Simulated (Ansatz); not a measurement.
# Ge under changes of volume

One of the cells (19.607 Å³/atom); the others are scaled copies at fixed shape and fractional positions:

```
Ge
1.0
     1.39715   -2.60052    0.00000
     1.39715    2.60052    0.00000
     0.00000    0.00000    2.69823
Ge
1
Direct
  0.50000 0.50000 0.00000
```

This isn't the form of Ge at room conditions, which is diamond.

- Program: Ansatz 0.2.0
- Functional: HSE06
- Potentials or basis: Ansatz PAW
- Cutoff: 420 eV (not typed: the program's choice for these potentials)
- k mesh: 6 × 6 × 6
- Occupations: fermi-dirac, width 0.05 eV
- Spin: no spin polarisation

```csv
volume (Å³/atom),energy over the lowest point (meV/atom),pressure (GPa)
18.431,2.35,1.7
18.823,0.00,0.0
19.215,1.86,-1.6
19.607,7.50,-3.1
19.999,?,?
20.391,28.54,-5.5
20.783,43.24,-6.5
```

Task: What does the run at 19.999 Å³/atom give?

Result: Energy over the lowest point 16.51 meV/atom; pressure -4.3 GPa.

Worked out: A Birch-Murnaghan fit of order 3 (a polynomial in V^(-2/3)) to the other rows has its minimum at 18.84 Å³/atom with B0 = V·E''(V) = 83 GPa and B' = 4.5 at fixed shape and positions, which overstates the stiffness. It gives 16.51 meV/atom at 19.999 Å³/atom, against the run's 16.51, and -dE/dV = -4.3 GPa, against -4.3.

Energies are extrapolated to zero smearing.

Caveats: all runs use coarse meshes; the PAW data sets come from PBE, with cores solved anew for the run's functional, which leaves a small shift of forces and pressure; the thresholds are loose for stress.
